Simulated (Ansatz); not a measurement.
Wires are cut from relaxed bulk InSb (F-43m, 36.51 Å³/atom, gap on the mesh 0.00 eV); atoms and period are relaxed, and energies count from that bulk. Caps count from half an H2 molecule.

Level of theory: Ansatz 0.2.0, DFT PBE, scalar-relativistic, plane waves, PAW.

Cutoff 420 eV, Gaussian smearing of 0.05 eV, energies at zero smearing, symmetry of each start kept, no spin polarisation.

```json
{"start": "[111] wire, 8 host atoms a period with H caps", "atoms": "22", "k mesh": "1×1×5", "excess energy (eV per host atom)": "0.832", "line energy (eV/Å)": "0.576", "period (Å)": "11.557", "gap on the mesh (eV)": "3.07", "highest filled level or Fermi level under vacuum (eV)": "5.83"}
{"start": "[111] wire, 12 host atoms a period with H caps", "atoms": "30", "k mesh": "1×1×5", "excess energy (eV per host atom)": "0.716", "line energy (eV/Å)": "0.751", "period (Å)": "11.435", "gap on the mesh (eV)": "2.81", "highest filled level or Fermi level under vacuum (eV)": "5.66"}
```

Spin-orbit coupling is left out, which matters for the bands of heavy elements. The gap is read on a mesh, which can miss the band edges, so it can be too wide.

Each run keeps its start's symmetry and one magnetic start, so lower states can exist.